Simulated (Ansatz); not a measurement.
BeO, carrier doping

Take BeO in the wurtzite structure (space group P6_3mc, No. 186; a = 2.712 Å, c = 4.405 Å) as the base.

Carriers are added at fixed cell with a uniform background; the Fermi–Dirac width is that of 300 K.

Level of theory: PBE (Ansatz, a program for electronic structure, PAW, no spin-orbit coupling).

Candidates:
(a) holes 7.0×10^21 cm⁻³
(b) electrons 7.0×10^21 cm⁻³
(c) electrons 1.5×10^21 cm⁻³
(d) electrons 5.0×10^21 cm⁻³

For the base:

- Gap between the host's bands: 7.45 eV

Problem. Order them by gap between the host's bands, lowest first.

Solution. (b) electrons 7.0×10^21 cm⁻³ (7.29 eV), (d) electrons 5.0×10^21 cm⁻³ (7.33 eV), (c) electrons 1.5×10^21 cm⁻³ (7.41 eV), (a) holes 7.0×10^21 cm⁻³ (7.65 eV)

Charged cell with a jellium background: band edges are those of the host's band count, energies are not comparable with the neutral cell, and many-body gap narrowing is missing. Whether these cells are dynamically stable was not tested.
